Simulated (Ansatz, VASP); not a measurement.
**One calculation of ZnO, two programs**

```
Zn O
1.0
     3.23091    0.00000    0.00000
    -1.61545    2.79805    0.00000
     0.00000    0.00000    5.21561
Zn O
2 2
Cartesian
  0.0000 1.8654 -0.2288
  1.6155 0.9327 2.3790
  0.0000 1.8654 2.2212
  1.6155 0.9327 4.8290
```

Change from the starting cell: polar distortion scaled by 0.25.

Alike in both runs: task single point; functional PBEsol; k mesh 9 × 9 × 6; no spin polarisation.

|  | VASP | Ansatz |
| --- | --- | --- |
| version | VASP 6.6.1 | Ansatz 0.2.0 |
| potentials or method | VASP PAW PBE potentials, release 64 (Zn, O) | scalar-relativistic, plane waves, PAW |
| plane-wave cutoff (eV) | 520 | 420 |
| occupations | gaussian, width 0.01 eV | fixed |
| valence electrons in the cell | 36 | 36 |

```csv
,VASP,Ansatz,Ansatz less VASP
gap on the k mesh at the Fermi level (eV),0.81,0.81,-0.004
least direct gap on the mesh (eV),0.81,0.81,-0.004
pressure (GPa),7.5,6.4,-1.06
largest component of the traceless stress (GPa),11.90,10.98,-0.926
rms of the force components (eV/Å),0.224,0.215,-0.0090
```

Atom by atom the forces differ by 0.009 eV/Å (rms over components). Ansatz warned: «pseudo_functional_mismatch».

Caveats: the PAW data sets were made with another functional, which shifts forces and pressure a little (VASP); an odd mesh through Γ misses points on the zone boundary, where band edges often lie.
